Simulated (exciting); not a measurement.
Write the native input for exciting (release sodium) that does the following.

| Item | Value |
| --- | --- |
| Task | band structure |
| Functional | PBEsol |
| Potentials or basis | all-electron LAPW+lo, shipped species files, valence relativity iora* |
| rgkmax | 7.5 |
| k mesh | 11 × 11 × 11 |
| Occupations | fermi-dirac, width 0.05 eV |
| Spin | no spin polarisation |
| outputlevel | high |
| gmaxvr (cutoff of density and potential) | 14 1/bohr |
| lmaxapw (and lmaxmat) | 10 |
| lmaxvr | 8 |
| nempty | 8 |
| Valence relativity | iora* |
| epsengy | 1e-05 Ha |
| epspot | 1e-05 Ha |
| maxscl | 60 |
| Muffin-tin radii | Al 2.0 bohr |

Crystal: Al.

```
Al
1.0
     0.00000    2.02481    2.02481
     2.02481    0.00000    2.02481
     2.02481    2.02481    0.00000
Al
1
Direct
  0.00000 0.00000 0.00000
```

These files were run (other wordings do the same):

input.xml

```xml
<input>
  <title>Al</title>
  <structure speciespath="./" tshift="false">
    <crystal scale="1">
      <basevect>0.000000000000 3.826326905773 3.826326905773</basevect>
      <basevect>3.826326905773 0.000000000000 3.826326905773</basevect>
      <basevect>3.826326905773 3.826326905773 0.000000000000</basevect>
    </crystal>
    <species speciesfile="Al.xml" rmt="2">
      <atom coord="0.000000000000 0.000000000000 0.000000000000"/>
    </species>
  </structure>
  <groundstate do="fromscratch" ngridk="11 11 11" rgkmax="7.5" gmaxvr="14" lmaxapw="10" lmaxmat="10" lmaxvr="8" xctype="GGA_PBE_SOL" stype="Fermi Dirac" swidth="0.00183747" nempty="8" ValenceRelativity="iora*" epsengy="1e-05" epspot="1e-05" maxscl="60" outputlevel="high"/>
  <properties>
    <bandstructure>
      <plot1d>
        <path steps="80">
          <point coord="0 0 0" label="G"/>
          <point coord="0.5 0 0.5" label="X"/>
          <point coord="0.5 0.25 0.75" label="W"/>
          <point coord="0.375 0.375 0.75" label="K"/>
          <point coord="0 0 0" label="G"/>
          <point coord="0.5 0.5 0.5" label="L"/>
          <point coord="0.625 0.25 0.625" label="U"/>
          <point coord="0.5 0.25 0.75" label="W"/>
          <point coord="0.5 0.5 0.5" label="L"/>
          <point coord="0.375 0.375 0.75" label="K" breakafter="true"/>
          <point coord="0.625 0.25 0.625" label="U"/>
          <point coord="0.5 0 0.5" label="X"/>
        </path>
      </plot1d>
    </bandstructure>
    <dos nwdos="300" winddos="-0.6 0.5" inttype="tetra" ngrdos="100" nsmdos="0"/>
  </properties>
</input>
```

Potentials or basis: all-electron LAPW+lo, shipped species files, valence relativity iora*.

Launch:

```sh
$ OMP_NUM_THREADS=1 exciting_smp
```

Results of the run:

* Band gap on the k mesh: none (metal or under the smearing width)
* All electrons inside the program's atomic spheres: Al 10.87 (radii Al 2.0 bohr)

Caveat: the log's total energy holds no entropy term; the free energy is that total less TS from the occupations.

Wall time 16 s on 1 thread of Arm Neoverse V1 (shared host), peak memory 0.09 GiB.
